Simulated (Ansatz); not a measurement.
# InAs: the cost of one run

Method: DFT PBE, scalar-relativistic, plane waves, PAW, in Ansatz 0.2.0.

The COD entry's cell or inner coordinates are ideal or old and differ from later refinements, so a difference from it is no clean test against experiment.

8 further runs of the same task are left out: 4 that didn't finish, 4 set aside as unsound or not needed.

### Step 1. The system as given

Symmetry: F-43m, No. 216, cubic system. Conventional cell: a = 6.187 Å, b = 6.187 Å, c = 6.187 Å, α = 90.00°, β = 90.00°, γ = 90.00°. In (site symmetry -43m) has 4 As at 2.68 Å as nearest neighbours. As (site symmetry -43m) has 4 In at 2.68 Å as nearest neighbours.

Coordinates:

```cif
data_structure
_symmetry_space_group_name_H-M 'F-43m'
_symmetry_Int_Tables_number 216
_cell_length_a 6.1868
_cell_length_b 6.1868
_cell_length_c 6.1868
_cell_angle_alpha 90.000
_cell_angle_beta 90.000
_cell_angle_gamma 90.000
_cell_volume 236.80
loop_
_atom_site_label
_atom_site_type_symbol
_atom_site_symmetry_multiplicity
_atom_site_Wyckoff_symbol
_atom_site_fract_x
_atom_site_fract_y
_atom_site_fract_z
_atom_site_occupancy
In1 In 4 a 0.00000 0.00000 0.00000 1
As1 As 4 c 0.25000 0.25000 0.25000 1
```

It is the result of an earlier relaxation at this level (volume 29.60 Å³/atom; gap on the mesh: none (metal)).

### Step 2. The reference cell

The reference gives a free energy of -10454.4695 eV, pressure -0.01 GPa, largest force 0.000 eV/Å and gap on the mesh none (metal). It was computed beforehand with the settings of the runs below.

### Step 3. Setting up biaxial against axial strain

The cell is strained by p along both x and y and by q along z, with fractional coordinates fixed.

### Step 4. Point p = -0.030, q = -0.030

Input file input.yaml:

```yaml
crystal:
  lattice:
    - [0.0, 3.0005782682, 3.0005782682]
    - [3.0005782682, 0.0, 3.0005782682]
    - [3.0005782682, 3.0005782682, 0.0]
  atoms:
    - { symbol: In, position: [0.0, 0.0, 0.0] }
    - { symbol: As, position: [0.75, 0.75, 0.75] }
basis:
  ecutwfc: 420
kpoints:
  mp_grid: { grid: [16, 16, 16] }
hamiltonian:
  xc: pbe
scf:
  occupations: { method: gaussian, width: 0.15 }
output:
  forces: true
  stress: true
  eigenvalues: true
```

The run is started by

```console
> ansatz run input.yaml --threads 2 --pin off --max-ram 5120MiB --backend cpu --events-out ev --progress --plain --runs-dir out
```

**Question.** How long does this run take on 2 threads of Intel Xeon Platinum 8375C at 2.90GHz (Ice Lake), shared host, and how much memory does it need?

About 6.3 s, with a peak of 0.5 GiB.
